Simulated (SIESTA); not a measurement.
**TiTe2 in SIESTA: the effect of functional**

Crystal: TiTe2.

```
CELL_PARAMETERS angstrom
3.77700 0.00000 0.00000
-1.88850 3.27098 0.00000
0.00000 0.00000 6.49800
ATOMIC_POSITIONS crystal
Te 0.33333 0.66667 0.73720
Te 0.66667 0.33333 0.26280
Ti 0.00000 0.00000 0.00000
```

Alike in all runs:

```yaml
Program: SIESTA 5.4.2
Task: band structure
Potentials_or_basis: PseudoDojo 0.4 standard (PBE files)
Basis: DZP (energy shift 0.003 Ry; two zetas on semicore shells)
Grid_cutoff: 800 Ry
Energy_shift: 0.003 Ry
k_mesh: 8 × 8 × 4
Occupations: fermi-dirac, width 0.05 eV
Spin: no spin polarisation
```

One run gave: pressure 2.1 GPa; largest force 0.13 eV/Å. Which functional did it use?
A. vdW-DF
B. VV10
C. optB88-vdW
D. vdW-DF-cx
E. vdW-DF-C09

C.

```tsv
functional	pressure (GPa)	largest force (eV/Å)
vdW-DF	5.6	0.26
vdW-DF2	8.3	0.35
optB88-vdW	2.1	0.13
vdW-DF-C09	-0.7	0.07
vdW-DF-cx	-0.2	0.09
VV10	3.1	0.33
```

Caveats: the potentials were made for another functional, which shifts forces and pressure; the basis of atomic orbitals isn't converged, which shifts pressures, moduli and gaps; the non-local part is tabulated coarsely and may be off by about a percent (some runs).

Runs at the PBE level aren't shown here.
